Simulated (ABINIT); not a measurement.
# A GW chain in ABINIT: NaF (Villiaumite), part 3 of 3

Wanted: ground state, empty states, screening and self-energy for NaF (Villiaumite).

ABINIT 10.8.3; PBE and many-body steps on it, plane waves. Known limits of the many-body steps: not at the basis limit; coarse k mesh.

So far. Step 4 (Empty states on the mesh, 4×4×4 mesh, 129 bands): On this mesh the gap is 6.390 eV. Step 5 (Screening, 4×4×4 mesh, 121 bands, screening to 217.7 eV): Local fields lower ε∞ by 5 %. On a Γ-centred mesh this coarse the value itself is usually too large, while a short band sum pulls it down.

The database entry behind the starting cell differs from later determinations by our own check (0.1 to 0.3 % short, probably kX units), so it need not match the best structure at ambient conditions.

## Step 6: Self-energy, 4×4×4 mesh, 121 bands, screening to 217.7 eV

The self-energy is evaluated for the states that the input lists, and the levels follow from it, in one-shot runs by the linearised quasiparticle equation.

This step: G0W0 on PBE, plane waves, norm-conserving pseudopotentials.

File run.abi:

```
acell 3*1.0 Angstrom
rprim 
  0.000000000000 2.310000000000 2.310000000000
  2.310000000000 0.000000000000 2.310000000000
  2.310000000000 2.310000000000 0.000000000000
ntypat 2
znucl 11 9
natom 2
typat 1 2
xred 
  0.000000000000 0.000000000000 0.000000000000
  0.500000000000 0.500000000000 0.500000000000
pp_dirpath "pseudos"
pseudos "Na.upf, F.upf"
ecut 38
ngkpt 4 4 4
nshiftk 1
shiftk 0 0 0
kptopt 1
chksymbreak 0
istwfk *1
occopt 1
irdwfk 1
optdriver 4
nband 121
gwcalctyp 0
ecutsigx 38
symsigma 1
nkptgw 1
kptgw 
  0.0000000000 0.0000000000 0.0000000000
bdgw 
  6 12
ecuteps 8
irdscr 1
ppmodel 1
indata_prefix "in"
outdata_prefix "out"
tmpdata_prefix "tmp"
```

Launch:

```sh
> OMP_NUM_THREADS=1 mpirun -n 8 abinit run.abi > log
```

Numbers of over 12 decimals in the logs are rounded to 6 here.

Output:

```text
.Version 10.8.3 of ABINIT. v10.8.2 released Aug 2026.

 Symmetries : space group Fm -3 m (#225); Bravais cF (face-center cubic)
[... echo of the input left out ...]
== DATASET  1 ==================================================================
-   mpi_nproc: 8, omp_nthreads: 1 (-1 if OMP is not activated)

--- !DatasetInfo
iteration_state: {dtset: 1, }
dimensions: {natom: 2, nkpt: 8, mband: 121, nsppol: 1, nspinor: 1, nspden: 1, mpw: 1880, }
cutoff_energies: {ecut:  38.0, pawecutdg:  -1.0, }
electrons: {nelect:   1.60000000E+01, charge:   0.00000000E+00, occopt:   1.00000000E+00, tsmear:   1.00000000E-02, }

 SIGMA: Calculation of the GW corrections

 Based on a program developped by R.W. Godby, V. Olevano, G. Onida, and L. Reining.
 Incorporated in ABINIT by V. Olevano, G.-M. Rignanese, and M. Torrent.
.Using double precision arithmetic ; gwpc =  8

[... cell and pseudopotentials left out ...]
--------------------------------------------------------------------------------

 ==== K-mesh for the wavefunctions ====
 Number of points in the irreducible wedge :     8
[... list of points left out ...]
 Together with 48 symmetry operations and time-reversal symmetry
 yields    64 points in the full Brillouin Zone.

 ==== Q-mesh for screening function ====
 Number of points in the irreducible wedge :     8
[... list of points left out ...]
 Together with 48 symmetry operations and time-reversal symmetry
 yields    64 points in the full Brillouin Zone.

 vcoul_init : cutoff-mode = AUXILIARY_FUNCTION
 q-points for optical limit:   1
     1)      0.000010    0.000020    0.000030
 setmesh: FFT mesh size selected  =    36x   36x   36
          total number of points  =        46656

 Number of electrons calculated from density =   16.0000; Expected =   16.0000
 average of density, n =  0.096174
 r_s =    1.3540
 omega_plasma =   29.9147 [eV]

 === KS Band Gaps ===
  >>>> For spin  1
   Minimum direct gap =   6.3895 [eV], located at k-point      :   0.0000  0.0000  0.0000
   Fundamental gap    =   6.3895 [eV], Top of valence bands at :   0.0000  0.0000  0.0000
                                       Bottom of conduction at :   0.0000  0.0000  0.0000
 SIGMA fundamental parameters:
 PLASMON POLE MODEL  1
 number of plane-waves for SigmaX                 1837
 number of plane-waves for SigmaC and W            169
 number of plane-waves for wavefunctions          1837
 number of bands                                   121
 number of independent spin polarizations            1
 number of spinorial components                      1
 number of k-points in IBZ                           8
 number of q-points in IBZ                           8
 number of symmetry operations                      48
 number of k-points in BZ                           64
 number of q-points in BZ                           64
 number of frequencies for dSigma/dE                 9
 frequency step for dSigma/dE [eV]                0.25
 number of omega for Sigma on real axis              0
 max omega for Sigma on real axis  [eV]           0.00
 zcut for avoiding poles [eV]                     0.10

 EPSILON^-1 parameters (SCR file):
 dimension of the eps^-1 matrix on file            169
 dimension of the eps^-1 matrix used               169
 number of plane-waves for wavefunctions          1837
 number of bands                                   121
 number of q-points in IBZ                           8
 number of frequencies                               2
 number of real frequencies                          1
 number of imag frequencies                          1

 matrix elements of self-energy operator (all in [eV])

 Perturbative Calculation

--- !SelfEnergy_ee
iteration_state: {dtset: 1, }
kpoint     : [   0.000,    0.000,    0.000, ]
spin       : 1
KS_gap     :    6.390
QP_gap     :   10.516
Delta_QP_KS:    4.127
data: !SigmaeeData |
     Band     E0 <VxcDFT>   SigX SigC(E0)      Z dSigC/dE  Sig(E)    E-E0       E
        6  -1.330 -22.508 -30.156   4.344   0.824  -0.214 -25.230  -2.722  -4.051
        7  -1.330 -22.508 -30.156   4.344   0.824  -0.214 -25.230  -2.722  -4.051
        8  -1.330 -22.508 -30.156   4.344   0.824  -0.214 -25.230  -2.722  -4.051
        9   5.060  -9.465  -5.278  -2.634   0.905  -0.105  -8.060   1.405   6.465
       10  17.827  -7.169  -2.163  -3.181   0.904  -0.106  -5.519   1.650  19.477
       11  17.827  -7.169  -2.163  -3.181   0.904  -0.106  -5.519   1.650  19.477
       12  17.827  -7.169  -2.163  -3.181   0.904  -0.106  -5.519   1.650  19.477

== END DATASET(S) ==============================================================
================================================================================

 -outvars: echo values of variables after computation  --------
           etotal      0.0000000000E+00
            nband         121
             nkpt           8
          spgroup         225
 [... the other variables as echoed above ...]

 Calculation completed.
```

Run time: 2.7 s. Hardware: 8 MPI ranks of Intel Xeon 6975P-C (Granite Rapids), shared host; peak memory 0.13 GiB; 19 s of CPU time.

This step gave:

- G0W0 gap on the points computed: 10.52 eV
- starting gap on the mesh: 6.390 eV
- k of the valence top: 0, 0, 0
- k of the conduction bottom: 0, 0, 0
- Z at the valence top: 0.824
- Z at the conduction bottom: 0.905
- least direct G0W0 gap on the computed points: 10.52 eV

The gap on the mesh goes from 6.39 eV to 10.52 eV, a correction of +4.13 eV.

Limits: finite bands, cutoff and mesh; coarse k mesh. v1 is the top filled band, c1 the lowest empty one. The levels before and after the correction (eV, zero at the valence-band top of each column):

```csv
,conduction bottom,valence top
Kohn-Sham,6.39,0.00
G0W0,10.52,0.00
```

```csv
,level,energy (eV)
Kohn-Sham,Γ v3-v1,0.000
Kohn-Sham,Γ c1,6.390
Kohn-Sham,Γ c2-c4,19.156
G0W0,Γ v3-v1,0.000
G0W0,Γ c1,10.516
G0W0,Γ c2-c4,23.528
```

## Step 7: Where the time went

Times are wall times on 8 MPI ranks of Intel Xeon 6975P-C (Granite Rapids), shared host, good to a factor of about two.

```
                          step   time  share  memory (GiB)
                  ground state  5.1 s   24 %          0.59
bands along the symmetry lines  2.9 s   13 %          0.07
      empty states on the mesh    5 s   23 %           2.0
                     screening    6 s   28 %           1.0
                   self-energy  2.7 s   12 %          0.13
```

## Step 8: What came out

* PBE gap: 6.39 eV, direct
* G0W0 gap on the mesh: 10.52 eV
* GW settings: 4×4×4 mesh, 121 bands, screening to 217.7 eV, Godby-Needs plasmon pole
* known limits: not at the basis limit; coarse k mesh

G0W0 moves the gap on the mesh from 6.39 eV to 10.52 eV (+4.13 eV), with Z of 0.82 and 0.91 at the edges. Local fields lower the RPA ε∞ on this mesh from 1.90 to 1.80; a Γ-centred mesh this coarse tends to raise both, most where the direct gap is narrow, while a short band sum lowers them. Only 1 of the mesh's irreducible points was corrected, so a valley elsewhere could overtake. Bands and cutoff are finite, so the gap is not at the basis limit. The miss can reach some tenths of an eV and take either sign; the mesh is an error of its own. In the G0W0 run levels were corrected at 1 k point alone, so a gap called «on the mesh» is the least over those, and an edge elsewhere would be missed. The 4×4×4 mesh is coarse for this cell, which bears on the long-range parts of exchange and screening.

[Paths, hosts, dates, memory and timing lines, banners, echoed tables and standing remarks are left out of the program output.]

[Logs are printed without paths, hosts, clocks, repeated set-up lines and the standing remarks that a program may print on its own settings, such as how far it seeks lower states.]

[Runs of the session that timed out or met a known fault of the program may be left out.]

[Hosts, paths, dates, database ids (printed as entryN), source tags and the programs' standing remarks are cut or masked in the printed files.]

[G0W0 gaps are taken among the corrected bands and points alone; a level outside them can change the order at an edge.]

[Where Ansatz stands beside ABINIT at settings called matched, ABINIT's density can come from a denser mesh and the files from another edition; pairs whose starting gaps differed by over 0.03 eV were left out, so agreement reads better than it is.]
